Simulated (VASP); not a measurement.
Ti:

```
Ti
1.0
     0.00000    2.03000    2.03000
     2.03000    0.00000    2.03000
     2.03000    2.03000    0.00000
Ti
1
Direct
  0.00000 0.00000 0.00000
```

This isn't the form of Ti at room conditions, which is hcp.

- Program: VASP 6.6.1
- Task: relaxation of cell and atoms
- Functional: LDA
- Potentials or basis: VASP PAW LDA potentials, release 64 (Ti_sv)
- Cutoff: 600 eV
- k mesh: 10 × 10 × 10
- Occupations: fermi-dirac, width 0.05 eV
- Spin: no spin polarisation

At the start: pressure -5.1 GPa; volume 16.73 Å³/atom.

Question: How do energy, volume and symmetry change on relaxing?

Answer: Over 3 steps the energy falls by 12.1 meV/atom and the volume is 16.00 Å³/atom (-4.4 %); space group Fm-3m (No. 225, to 0.05 Å).

The path:
| step | energy change (eV) | largest force (eV/Å) | pressure (GPa) | volume (Å³) |
| --- | --- | --- | --- | --- |
| 1 | 0.0000 | 0.0000 | -5.12 | 16.73 |
| 2 | -0.0051 | 0.0000 | 4.38 | 15.47 |
| 3 | -0.0121 | 0.0000 | 0.00 | 16.00 |

Final structure:
```
CELL_PARAMETERS angstrom
0.00000 1.99994 1.99994
1.99994 0.00000 1.99994
1.99994 1.99994 0.00000
ATOMIC_POSITIONS crystal
Ti 0.00000 0.00000 0.00000
```
